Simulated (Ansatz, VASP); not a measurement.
## Ag in VASP and in Ansatz

File INCAR:

```
SYSTEM = Ag
PREC     = Accurate       ! precision mode
ENCUT    = 600            ! plane-wave cutoff, eV
EDIFF    = 1E-7           ! SCF threshold, eV
ISMEAR   = -1             ! smearing method
SIGMA    = 0.05           ! smearing width, eV
LREAL    = .False.        ! projectors in reciprocal space
LASPH    = .True.         ! aspherical terms in the spheres
NELM     = 100            ! most SCF steps
ALGO     = Normal         ! electronic algorithm
ISIF     = 3              ! what is computed and relaxed
LWAVE    = .False.        ! write WAVECAR
LCHARG   = .False.        ! write CHGCAR
GGA      = CA             ! functional
IBRION   = 2              ! ionic algorithm
NSW      = 40             ! ionic steps
EDIFFG   = -0.01          ! ionic threshold
```

Contents of KPOINTS:

```
Automatic mesh
0
Gamma
  11 11 11
  0 0 0
```

File POSCAR:

```
Ag
1.0
    0.0000000000      2.0427500000      2.0427500000
    2.0427500000      0.0000000000      2.0427500000
    2.0427500000      2.0427500000      0.0000000000
Ag
1
Direct
    0.0000000000      0.0000000000      0.0000000000
```

Contents of input.yaml:

```yaml
crystal:
  lattice:
    - [0.0, 2.04275, 2.04275]
    - [2.04275, 0.0, 2.04275]
    - [2.04275, 2.04275, 0.0]
  atoms:
    - { symbol: Ag, position: [0.0, 0.0, 0.0] }
hamiltonian:
  xc: lda
  pseudopotentials: { kind: paw }
kpoints:
  mp_grid: { grid: [11, 11, 11] }
scf:
  occupations: { method: fermi_dirac, width: 0.05 }
output:
  forces: true
  stress: true
relax:
  f_tol: 0.01
  max_steps: 40
  cell: { stress_tol: 0.05 }
```

Alike in both runs: task relaxation of cell and atoms; functional LDA; k mesh 11 × 11 × 11; occupations fermi-dirac, width 0.05 eV; no spin polarisation.

|  | VASP | Ansatz |
| --- | --- | --- |
| version | VASP 6.6.1 | Ansatz 0.2.0 |
| potentials or method | VASP PAW LDA potentials, release 64 (Ag) | Ansatz PAW |
| plane-wave cutoff (eV) | 600 | 420 |
| valence electrons in the cell | 11 | 19 |

|  | VASP | Ansatz | Ansatz less VASP |
| --- | --- | --- | --- |
| relaxed volume (Å³/atom) | 16.00 | 15.97 | -0.028 |
| relaxed cell length with the largest relative difference (Å) | 2.828 | 2.827 | -0.0017 |
| energy change over the relaxation (meV/atom) | -26 | -27 | -1.0 |

The two sets of potentials don't hold the same shells in valence.

Caveats: the plane-wave basis is chosen anew once the cell has moved, so the energies of steps on either side of that aren't comparable (Ansatz); the PAW data sets come from PBE, with cores solved anew for the run's functional, which leaves a small shift of forces and pressure (Ansatz). LDA usually gives volumes a few per cent too small. Zero-point motion and thermal expansion aren't in these numbers.
